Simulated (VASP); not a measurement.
Input of a VASP 6.6.1 run:

The input INCAR:

```
PREC     = Accurate       # precision mode
ENCUT    = 520            # plane-wave cutoff, eV
EDIFF    = 1E-7           # SCF threshold, eV
ISMEAR   = 0              # smearing method
SIGMA    = 0.15           # smearing width, eV
LREAL    = False          # projectors in reciprocal space
LASPH    = True           # aspherical terms in the spheres
NELM     = 100            # most SCF steps
ALGO     = Normal         # electronic algorithm
ISIF     = 2              # what is computed and relaxed
LWAVE    = False          # write WAVECAR
LCHARG   = False          # write CHGCAR
GGA      = PE             # functional
NBANDS   = 8              # bands
```

The input KPOINTS:

```
Automatic mesh
0
Gamma
  22 22 22
```

File POSCAR:

```
Al
1.0
   -1.5010433123      1.5010433123      1.8782554967
    1.5010433123     -1.5010433123      1.8782554967
    1.5010433123      1.5010433123     -1.8782554967
Al
1
Direct
    0.0000000000      0.0000000000      0.0000000000
```

Potentials or basis: VASP PAW PBE potentials, release 64 (Al).

Launch:

```console
$ cat potpaw_PBE.64/Al/POTCAR > POTCAR
$ mpirun -np 1 vasp_std > vasp.out
```

**Question.** Estimate the band gap on the k mesh.

**Answer.** None (metal or under the smearing width).

**Question.** What does it give for the pressure?

**Answer.** -1.2 GPa.

Stress tensor (GPa, compression positive):
```
-2.93  0.00  0.00
 0.00 -2.93  0.00
 0.00  0.00  2.36
```
